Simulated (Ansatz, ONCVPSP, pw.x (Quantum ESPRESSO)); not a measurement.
What a changed setting does to a pw.x run (sc Pb)

Potential: optimised norm-conserving Vanderbilt (ONCV), ONCVPSP 4.0.1, PBE; core [Kr] 4d10 4f14, reference 5s2 5p6 5d10 6s2 6p2; waves: 5s+6s: rc 1.45 bohr, ncon 3, nbas 7, qcut 8.9 1/bohr, 2 projectors; 5p+6p: rc 1.65 bohr, ncon 3, nbas 6, qcut 7 1/bohr, 2 projectors; 5d: rc 2.10 bohr, ncon 3, nbas 7, qcut 7.1 1/bohr, 2 projectors, debl 1.7 Ha; local part: polynomial inside 0.95 bohr (lpopt 3, dvloc0 0 Ha); core correction: Teter function, fcfact 2, rcfact 1.1.

The reference run (k-mesh 10³, cutoffs 80/320 Ry, Fermi–Dirac 0.01 Ry, mixing_beta 0.4, conv_thr 1e-9, no spin) gives -0.17 GPa at 34.553 Å³/atom, where all-electron LAPW gives -0.11 GPa. This run, with its own iteration cap, changes k-mesh shift to 1.

```
&control
  calculation='scf', prefix='x', pseudo_dir='./', outdir='./tmp', tstress=.true., disk_io='none'
/
&system
  ibrav=0, nat=1, ntyp=1, ecutwfc=80, ecutrho=320, nbnd=20,
  occupations='smearing', smearing='fd', degauss=0.01
/
&electrons
  conv_thr=1e-09, mixing_beta=0.4, electron_maxstep=50
/
ATOMIC_SPECIES
Pb 1.0 Pb.UPF
CELL_PARAMETERS angstrom
  3.25708121 0.00000000 0.00000000
  0.00000000 3.25708121 0.00000000
  0.00000000 0.00000000 3.25708121
ATOMIC_POSITIONS crystal
Pb 0.0000 0.0000 0.0000
K_POINTS automatic
10 10 10 1 1 1
```

```bash
pw.x < Pb.scf.in > Pb.scf.out
```

Q: How does the run end?

A: It converges in 9 iterations; the free energy moves by +23.0 meV/atom and the pressure by +0.23 GPa.

```
Message from routine setup:
     using ibrav=0 with symmetry is DISCOURAGED, use correct ibrav instead
     lattice parameter (alat)  =       6.1550  a.u.
     unit-cell volume          =     233.1752 (a.u.)^3
     number of electrons       =        22.00
     number of Kohn-Sham states=           20
     kinetic-energy cutoff     =      80.0000  Ry
     charge density cutoff     =     320.0000  Ry
     scf convergence threshold =      1.0E-09
     Exchange-correlation= PBE
     number of k points=    35  Fermi-Dirac smearing, width (Ry)=  0.0100
     iteration #  1     ecut=    80.00 Ry     beta= 0.40
     total energy              =    -389.93460253 Ry
     estimated scf accuracy    <       0.00258179 Ry
     iteration #  2     ecut=    80.00 Ry     beta= 0.40
     total energy              =    -389.93485305 Ry
     estimated scf accuracy    <       0.00044728 Ry
     iteration #  3     ecut=    80.00 Ry     beta= 0.40
     total energy              =    -389.93490996 Ry
     estimated scf accuracy    <       0.00007627 Ry
     [... 3 iterations left out ...]
     iteration #  7     ecut=    80.00 Ry     beta= 0.40
     total energy              =    -389.93491516 Ry
     estimated scf accuracy    <       0.00000001 Ry
     iteration #  8     ecut=    80.00 Ry     beta= 0.40
     total energy              =    -389.93491517 Ry
     estimated scf accuracy    <          1.5E-09 Ry
     iteration #  9     ecut=    80.00 Ry     beta= 0.40
     the Fermi energy is    11.2156 ev
!    total energy              =    -389.93491517 Ry
     estimated scf accuracy    <          3.1E-11 Ry
     smearing contrib. (-TS)   =      -0.00375943 Ry
     The total energy is F=E-TS. E is the sum of the following terms:
     one-electron contribution =    -250.22038594 Ry
     hartree contribution      =     120.17102578 Ry
     xc contribution           =     -36.76987241 Ry
     ewald contribution        =    -223.11192317 Ry
     convergence has been achieved in   9 iterations
          total   stress  (Ry/bohr**3)                   (kbar)     P=        0.62
     Message from routine punch:
     Nothing written, as per user request (disk_io='none')
```

The run took about 16 s on one core of a shared host (Intel(R) Xeon(R) Platinum 8488C, 96 threads, 744 GiB, load 14).
